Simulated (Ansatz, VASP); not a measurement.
# Ba: VASP beside Ansatz

```
CELL_PARAMETERS angstrom
-2.53422 2.53422 2.53422
2.53422 -2.53422 2.53422
2.53422 2.53422 -2.53422
ATOMIC_POSITIONS crystal
Ba 0.00000 0.00000 0.00000
```

Alike in both runs: functional r2SCAN; k mesh 12 × 12 × 12; occupations gaussian, width 0.1 eV; no spin polarisation.

Ansatz relaxed the structure, and its values are those at the end. VASP's run is a single point on that final structure, the one shown.

|  | VASP | Ansatz |
| --- | --- | --- |
| version | VASP 6.6.1 | Ansatz 0.2.0 |
| potentials or method | VASP PAW PBE potentials, release 64 (Ba_sv) | scalar-relativistic, plane waves, PAW |
| plane-wave cutoff (eV) | 520 | 500 |
| valence electrons in the cell | 10 | 10 |

VASP gave:

* gap on the k mesh at the Fermi level (eV): none
* pressure (GPa): 0.1

Question: Estimate Ansatz's values.

Answer: gap on the k mesh at the Fermi level (eV): none; pressure (GPa): 0.0.

A gap of «none» marks a metal or a gap that the smearing closes.

Caveats: the PAW data sets were made with another functional, which shifts forces and pressure a little (VASP). The runs have no spin-orbit coupling, so splittings on Ba are missing.
